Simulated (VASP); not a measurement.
# Hg (P6_3/mmc) in VASP: notebook

Runs on Hg. Level: PBE+D3(BJ). Tasks: single point.

All numbers are computed with VASP 6.6.1; they aren't measurements. Logs are shortened: lines on timing, memory, paths and dates and some standing lists are left out, and cuts for length are marked.

## Step 1: The structure

Symmetry: P6_3/mmc, No. 194, hexagonal system. Conventional cell: a = 3.442 Å, b = 3.442 Å, c = 11.062 Å, α = 90.00°, β = 90.00°, γ = 120.00°. Hg (site symmetry -3m) has 12 Hg at 3.41 to 3.44 Å as nearest neighbours. Hg (site symmetry -6m2) is surrounded by 12 Hg at 3.41 to 3.44 Å.

## Step 2: Single point, PBE+D3(BJ)

File INCAR:

```
PREC     = Accurate       # precision mode
ENCUT    = 520            # plane-wave cutoff, eV
EDIFF    = 1E-6           # SCF threshold, eV
ISMEAR   = 0              # smearing method
SIGMA    = 0.1            # smearing width, eV
LREAL    = False          # projectors in reciprocal space
LASPH    = True           # aspherical terms in the spheres
NELM     = 100            # most SCF steps
ALGO     = Normal         # electronic algorithm
ISIF     = 2              # what is computed and relaxed
LWAVE    = False          # write WAVECAR
LCHARG   = False          # write CHGCAR
GGA      = PE             # functional
IVDW     = 12             # dispersion correction
NBANDS   = 32             # bands
```

File KPOINTS:

```
Automatic mesh
0
Gamma
  6 6 2
```

File POSCAR:

```
Hg
1.0
    3.4419409895      0.0000000000      0.0000000000
   -1.7209704948      2.9808083353      0.0000000000
    0.0000000000      0.0000000000     11.0623313100
Hg
4
Direct
    0.0000000000      0.0000000000      0.0000000000
    0.3333333300      0.6666666700      0.2500000000
    0.0000000000      0.0000000000      0.5000000000
    0.6666666700      0.3333333300      0.7500000000
```

Potentials or basis: VASP PAW PBE potentials, release 64 (Hg).

Started as:

```
> cat potpaw_PBE.64/Hg/POTCAR > POTCAR
> mpirun -np 1 vasp_std > vasp.out
```

OUTCAR:

```text
PREC = Accurate
   ENCUT = 520
   EDIFF = 1E-6
   ISMEAR = 0
   LREAL = False
   LASPH = True
   NELM = 100
   ISIF = 2
   GGA = PE
   IVDW = 12
 IVDW          = 12

 ion  position               nearest neighbor table
   1  0.000  0.000  0.000-   2 3.41   4 3.41   4 3.41   2 3.41   4 3.41   2 3.41
   2  0.333  0.667  0.250-   1 3.41   3 3.41   1 3.41   3 3.41   1 3.41   3 3.41
   3  0.000  0.000  0.500-   2 3.41   4 3.41   4 3.41   2 3.41   4 3.41   2 3.41
   4  0.667  0.333  0.750-   1 3.41   3 3.41   1 3.41   3 3.41   1 3.41   3 3.41

  LATTYP: Found a hexagonal cell.
 ALAT       =     3.4419409895
 C/A-ratio  =     3.2139805254

  Lattice vectors:

 A1 = (   3.4419409895,   0.0000000000,   0.0000000000)
 A2 = (  -1.7209704948,   2.9808083353,   0.0000000000)
 A3 = (   0.0000000000,   0.0000000000,  11.0623313100)

Analysis of symmetry for initial positions (statically):
=====================================================================
 Subroutine PRICEL returns:
 Original cell was already a primitive cell.

 Routine SETGRP: Setting up the symmetry group for a
 hexagonal supercell.

 Subroutine GETGRP returns: Found 24 space group operations
 (whereof 12 operations were pure point group operations)
 out of a pool of 24 trial point group operations.

The static configuration has the point symmetry D_3d.
 The point group associated with its full space group is D_6h.

Analysis of symmetry for dynamics (positions and initial velocities):
=====================================================================
 Subroutine PRICEL returns:
 Original cell was already a primitive cell.

 Routine SETGRP: Setting up the symmetry group for a
 hexagonal supercell.

 Subroutine GETGRP returns: Found 24 space group operations
 (whereof 12 operations were pure point group operations)
 out of a pool of 24 trial point group operations.

The dynamic configuration has the point symmetry D_3d.
 The point group associated with its full space group is D_6h.

 Subroutine INISYM returns: Found 24 space group operations
 (whereof 12 operations are pure point group operations),
 and found     1 'primitive' translations

----------------------------------------------------------------------------------------

                                     Primitive cell

  volume of cell :     113.4969

  direct lattice vectors                    reciprocal lattice vectors
     3.441940989  0.000000000  0.000000000     0.290533743  0.167739735  0.000000000
    -1.720970495  2.980808335  0.000000000     0.000000000  0.335479470  0.000000000
     0.000000000  0.000000000 11.062331310     0.000000000  0.000000000  0.090396859

  length of vectors
     3.441940989  3.441940990 11.062331310     0.335479470  0.335479470  0.090396859

  position of ions in fractional coordinates (direct lattice)
     0.000000000  0.000000000  0.000000000
     0.333333330  0.666666670  0.250000000
     0.000000000  0.000000000  0.500000000
     0.666666670  0.333333330  0.750000000

  ion indices of the primitive-cell ions
   primitive index   ion index
                 1           1
                 2           2
                 3           3
                 4           4

----------------------------------------------------------------------------------------

 KPOINTS: Automatic mesh

Automatic generation of k-mesh.
 Grid dimensions read from file:
 generate k-points for:    6    6    2

 Generating k-lattice:

  Cartesian coordinates                     Fractional coordinates (reciprocal lattice)
     0.048422291  0.027956622  0.000000000     0.166666667  0.000000000  0.000000000
     0.000000000  0.055913245  0.000000000     0.000000000  0.166666667  0.000000000
     0.000000000  0.000000000  0.045198429     0.000000000  0.000000000  0.500000000

  Length of vectors
     0.055913245  0.055913245  0.045198429

  Shift w.r.t. Gamma in fractional coordinates (k-lattice)
     0.000000000  0.000000000  0.000000000

 Subroutine IBZKPT returns following result:
 ===========================================

 Found     14 irreducible k-points:

 Following reciprocal coordinates:
            Coordinates               Weight
  0.000000  0.000000  0.000000      1.000000
  0.166667  0.000000  0.000000      6.000000
  0.333333  0.000000  0.000000      6.000000
  0.500000  0.000000  0.000000      3.000000
  0.166667  0.166667  0.000000      6.000000
  0.333333  0.166667  0.000000     12.000000
  0.333333  0.333333  0.000000      2.000000
  0.000000  0.000000  0.500000      1.000000
  0.166667  0.000000  0.500000      6.000000
  0.333333  0.000000  0.500000      6.000000
  0.500000  0.000000  0.500000      3.000000
  0.166667  0.166667  0.500000      6.000000
  0.333333  0.166667  0.500000     12.000000
  0.333333  0.333333  0.500000      2.000000
   k-points           NKPTS =     14   k-points in BZ     NKDIM =     14   number of bands    NBANDS=     32
   number of dos      NEDOS =    301   number of ions     NIONS =      4
   total plane-waves  NPLWV =  65856
   dimension x,y,z NGX =    28 NGY =   28 NGZ =   84
   dimension x,y,z NGXF=    56 NGYF=   56 NGZF=  168
   ions per type =               4
   NGX,Y,Z   is equivalent  to a cutoff of  13.52, 13.52, 12.62 a.u.
   NGXF,Y,Z  is equivalent  to a cutoff of  27.05, 27.05, 25.25 a.u.
 SYSTEM =  unknown system
   PREC   = accura    normal or accurate (medium, high low for compatibility)
   ISTART =      0    job   : 0-new  1-cont  2-samecut
   ICHARG =      2    charge: 1-file 2-atom 10-const
   ISPIN  =      1    spin polarized calculation?
   LNONCOLLINEAR =      F non collinear calculations
   LSORBIT =      F    spin-orbit coupling
   LASPH  =      T    aspherical Exc in radial PAW
   ENCUT  =  520.0 eV  38.22 Ry    6.18 a.u.   6.40  6.40 20.57*2*pi/ulx,y,z
   NELM   =    100;   NELMIN=  2; NELMDL= -5     # of ELM steps
   EDIFF  = 0.1E-05   stopping-criterion for ELM
   LREAL  =      F    real-space projection
   EDIFFG = 0.1E-04   stopping-criterion for IOM
   NSW    =      0    number of steps for IOM
   IBRION =     -1    ionic relax: 0-MD 1-quasi-New 2-CG
   NFREE  =      0    steps in history (QN), initial steepest desc. (CG)
   ISIF   =      2    stress and relaxation
   ISYM   =      2    0-nonsym 1-usesym 2-fastsym
   POTIM  = 0.5000    time-step for ionic-motion
   TEBEG  =    0.0;   TEEND  =   0.0 temperature during run
   PSTRESS=    0.0 pullay stress
   NELECT =      48.0000    total number of electrons
   NUPDOWN=      -1.0000    fix difference up-down
   EMIN   =  10.00;   EMAX   =-10.00  energy-range for DOS
   EFERMI =   0.00;   METHOD = LEGACY
   ISMEAR =     0;   SIGMA  =   0.10  broadening in eV -4-tet -1-fermi 0-gaus
   EFERMI_NEDOS =   21; number of points for ismear=-14 and -15
   IALGO  =     38    algorithm
   IMIX   =      4    mixing-type and parameters
     AMIX     =   0.40;   BMIX     =  1.00
     AMIX_MAG =   1.60;   BMIX_MAG =  1.00
  volume/ion in A,a.u.               =      28.37       191.48
  Fermi-wavevector in a.u.,A,eV,Ry     =   1.228836  2.322163 20.545307  1.510037
  Thomas-Fermi vector in A             =   2.363746
   LORBIT       =      0    0 simple, 1 ext, 2 COOP (PROOUT), +10 PAW based schemes
   GGA     = PE    functional components
   LHFCALC =     F    Hartree Fock is set to
   AEXX    =    0.0000 exact exchange contribution
   IVDW    =    12    specifies the selected vdW correction
   LEPSILON=     F    determine dielectric tensor
   LRPA    =     F    only Hartree local field effects (RPA)
 non-spin polarized calculation
 Gauss-broadening in eV      SIGMA  =   0.10
  energy-cutoff  :      520.00
  volume of cell :      113.50
 maximum number of plane-waves:      3087
 NGX is ok and might be reduce to    28
   NGX = 13   NGY = 13   NGZ = 41

 number of electron      48.0000000 magnetization

 Free energy of the ion-electron system (eV)
  ---------------------------------------------------
  ext. energy  EPLUGINS =         0.00000000
  ---------------------------------------------------
  free energy    TOTEN  =        -0.65955029 eV

  energy without entropy =       -0.64963198  energy(sigma->0) =       -0.65459113

 E-fermi :   0.9086     XC(G=0):  -9.8541

 val. band max:        0.8696923115   @ k =   0.5000   0.0000   0.0000
 cond. band min:       1.1916027619   @ k =   0.5000   0.0000   0.0000
 fundamental gap:      0.3219104504
 Fermi energy:         0.9086033103

 k-point     1 :       0.0000    0.0000    0.0000
  band No.  band energies     occupation
      1      -6.2309      2.00000
      2      -5.6557      2.00000
      3      -5.5136      2.00000
      4      -5.4857      2.00000
      5      -5.0704      2.00000
      6      -5.0704      2.00000
[... 24 lines left out ...]
     31      13.2542      0.00000
     32      13.3264      0.00000

 k-point     2 :       0.1667    0.0000    0.0000
  band No.  band energies     occupation
      1      -5.7539      2.00000
      2      -5.4750      2.00000
      3      -5.2790      2.00000
      4      -5.2616      2.00000
      5      -5.1347      2.00000
      6      -5.1010      2.00000
[... 24 lines left out ...]
     31      10.4611      0.00000
     32      11.9472      0.00000

 k-point     3 :       0.3333    0.0000    0.0000
  band No.  band energies     occupation
      1      -5.5669      2.00000
      2      -5.5321      2.00000
      3      -5.4836      2.00000
      4      -5.3437      2.00000
      5      -5.3156      2.00000
      6      -5.1434      2.00000
[... 24 lines left out ...]
     31       8.7680      0.00000
     32       9.3927      0.00000

 k-point     4 :       0.5000    0.0000    0.0000
  band No.  band energies     occupation
      1      -5.6738      2.00000
      2      -5.6393      2.00000
      3      -5.6254      2.00000
      4      -5.4158      2.00000
      5      -5.4123      2.00000
      6      -5.2005      2.00000
[... 304 lines left out ...]
     31       9.1874      0.00000
     32       9.1874      0.00000

 k-point    13 :       0.3333    0.1667    0.5000
  band No.  band energies     occupation
      1      -5.4404      2.00000
      2      -5.4404      2.00000
      3      -5.3699      2.00000
      4      -5.3699      2.00000
      5      -5.3233      2.00000
      6      -5.3233      2.00000
[... 24 lines left out ...]
     31       7.5268      0.00000
     32       7.5268      0.00000

 k-point    14 :       0.3333    0.3333    0.5000
  band No.  band energies     occupation
      1      -5.4296      2.00000
      2      -5.4296      2.00000
      3      -5.2756      2.00000
      4      -5.2756      2.00000
      5      -5.0796      2.00000
      6      -5.0796      2.00000
[... 24 lines left out ...]
     31       4.9939      0.00000
     32       4.9939      0.00000

------------------------ aborting loop because EDIFF is reached ----------------------------------------

 Edisp (eV)   -1.47791

 E8    (eV) :    -0.6720

  FORCE on cell =-STRESS in cart. coord.  units (eV):
  Direction    XX          YY          ZZ          XY          YZ          ZX
  --------------------------------------------------------------------------------------
  -------------------------------------------------------------------------------------
  Total      -0.89545    -0.89545    -0.44288     0.00000     0.00000    -0.00000
  in kB     -12.64065   -12.64065    -6.25189     0.00000     0.00000    -0.00000
  external pressure =      -10.51 kB  Pullay stress =        0.00 kB

 VOLUME and BASIS-vectors are now :
 -----------------------------------------------------------------------------
  energy-cutoff  :      520.00
  volume of cell :      113.50
      direct lattice vectors                 reciprocal lattice vectors
     3.441940989  0.000000000  0.000000000     0.290533743  0.167739735  0.000000000
    -1.720970495  2.980808335  0.000000000     0.000000000  0.335479470  0.000000000
     0.000000000  0.000000000 11.062331310     0.000000000  0.000000000  0.090396859

 POSITION                                       TOTAL-FORCE (eV/Angst)
 -----------------------------------------------------------------------------------
      0.00000      0.00000      0.00000        -0.000000      0.000000      0.000000
     -0.00000      1.98721      2.76558         0.000000     -0.000000     -0.000000
      0.00000      0.00000      5.53117        -0.000000      0.000000      0.000000
      1.72097      0.99360      8.29675        -0.000000      0.000000      0.000000
 -----------------------------------------------------------------------------------
    total drift:                               -0.000000      0.000000      0.000000

  FREE ENERGIE OF THE ION-ELECTRON SYSTEM (eV)
  ---------------------------------------------------
  free  energy   TOTEN  =        -2.1374591347 eV

  energy  without entropy=       -2.1275408206  energy(sigma->0) =       -2.13249998
```

Wall time 32 s (1 thread of AMD EPYC 7R13 (Zen 3), shared host); peak memory 0.22 GiB.

What came out:

```
Free energy                : -2.1375 eV
Pressure                   : -1.1 GPa
Band gap on the k mesh     : none (metal or under the smearing width)
Dispersion energy per atom : -0.369 eV
```

Stress tensor (GPa, compression positive):
```
-1.26  0.00  0.00
 0.00 -1.26  0.00
 0.00  0.00 -0.63
```

Levels at points of the mesh, in eV from the Fermi level:
```csv
k point,band 20,band 21,band 22,band 23,band 24,band 25,band 26,band 27,band 28,band 29
"(0.00, 0.00, 0.00)",-5.34,-5.33,-5.17,-5.17,-1.27,-0.26,6.54,6.56,11.34,11.34
"(0.50, 0.00, 0.00)",-5.07,-1.95,-1.75,-0.88,-0.32,-0.04,0.28,2.93,3.24,4.92
"(0.00, 0.00, 0.50)",-5.25,-5.25,-5.25,-3.48,-3.48,2.63,2.63,10.87,10.87,11.64
"(0.50, 0.00, 0.50)",-5.11,-1.72,-1.72,-1.18,-1.18,1.32,1.32,1.84,1.84,6.66
```

Caveat: pairwise dispersion overbinds metals, which lowers pressure and volume.

## Step 3: Single point, PBE+D3(BJ)

This run uses another cell than the first one, of 25.54 Å³/atom, 0.900 times its volume.

File INCAR:

```
SYSTEM = Hg
  PREC = Accurate
  ENCUT = 520
  EDIFF = 1E-6
  ISMEAR = 0
  SIGMA = 0.1
  LREAL = .False.
  LASPH = .True.
  NELM = 100
  ALGO = Fast
  ISIF = 2
  LWAVE = .False.
  LCHARG = .False.
  GGA = PE
  IVDW = 12
  NBANDS = 32
```

File KPOINTS:

```
regular mesh
0
Gamma
  15 15 4
  0 0 0
```

File POSCAR:

```
Hg
1.0
    3.3374995849      0.0000000000      0.0000000000
   -1.6687497925      2.8903594256      0.0000000000
    0.0000000000      0.0000000000     10.5882697211
Hg
4
Direct
    0.0000000000      0.0000000000      0.0000000000
    0.3333333333      0.6666666667      0.2500000000
    0.0000000000      0.0000000000      0.5000000000
    0.6666666667      0.3333333333      0.7500000000
```

Potentials or basis: VASP PAW PBE potentials, release 64 (Hg).

Started as:

```
> cat potpaw_PBE.64/Hg/POTCAR > POTCAR
> mpirun -np 1 vasp_std > vasp.out
```

It took 2.6 min on 1 thread of AMD EPYC 7R13 (Zen 3), shared host; peak memory 0.34 GiB.

It converged, with:

| Item | Value |
| --- | --- |
| Free energy | -2.2141 eV |
| Pressure | 0.2 GPa |
| Band gap on the k mesh | none (metal or under the smearing width) |
| Dispersion energy per atom | -0.410 eV |

Levels at points of the mesh, in eV from the Fermi level:
```
           k point  band 20  band 21  band 22  band 23  band 24  band 25  band 26  band 27  band 28  band 29
(0.00, 0.00, 0.00)    -5.76    -5.76    -5.52    -5.52    -1.21    -0.88     6.97     6.98    11.71    11.71
(0.00, 0.00, 0.50)    -5.62    -5.62    -5.62    -4.00    -4.00     2.66     2.66    11.65    11.65    12.05
```

Caveat: pairwise dispersion overbinds metals, which lowers pressure and volume.

(Continued in part 2 of 2.)
